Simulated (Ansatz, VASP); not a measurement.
## One calculation of TiC, two programs

```
Ti C
1.0
     2.95468    0.00000    0.00000
    -1.47734    2.55882    0.00000
     0.00000    0.00000    5.27032
Ti C
2 2
Cartesian
  0.0000 0.0000 0.0000
  0.0000 0.0000 2.6352
  0.0000 1.7059 1.3176
  1.4773 0.8529 3.9527
```

Alike in both runs: functional PBE; k mesh 11 × 11 × 6; occupations fermi-dirac, width 0.08 eV; no spin polarisation.

Ansatz relaxed the structure, and its values are those at the end. VASP's run is a single point on that final structure, the one shown.

|  | VASP | Ansatz |
| --- | --- | --- |
| version | VASP 6.6.1 | Ansatz 0.2.0 |
| potentials or method | VASP PAW PBE potentials, release 64 (Ti_sv, C) | PAW with Ansatz's default frozen-core files, scalar-relativistic |
| plane-wave cutoff (eV) | 520 | 420 |
| valence electrons in the cell | 32 | 32 |

|  | VASP | Ansatz | Ansatz less VASP |
| --- | --- | --- | --- |
| pressure (GPa) | 21.0 | 21.0 | -0.01 |

Caveats: so large a pressure means that the cell lies far from this level's equilibrium, or that cutoff or potentials fall short (VASP).
